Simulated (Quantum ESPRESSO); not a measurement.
Crystal: Pb.

```
Pb
1.0
     0.00000    2.47502    2.47502
     2.47502    0.00000    2.47502
     2.47502    2.47502    0.00000
Pb
1
Direct
  0.00000 0.00000 0.00000
```

Base run:

* Program: Quantum ESPRESSO 7.5
* Functional: PBEint
* Potentials or basis: PseudoDojo 0.4.1 SR PBE standard
* Cutoff: 762 eV
* Density cutoff: 3048 eV
* k mesh: 9 × 9 × 9
* Occupations: fermi-dirac, width 0.05 eV
* Spin: no spin polarisation

Its results: band gap on the k mesh none (metal or under the smearing width); pressure 0.1 GPa.

The run is repeated on the same cell with these changes: functional from PBEint to AM05. What comes out?

Band gap on the k mesh none (metal or under the smearing width); pressure -0.3 GPa.

Caveats: the potentials were made for another functional, which shifts forces and pressure.

Not every run made on this cell is shown here.
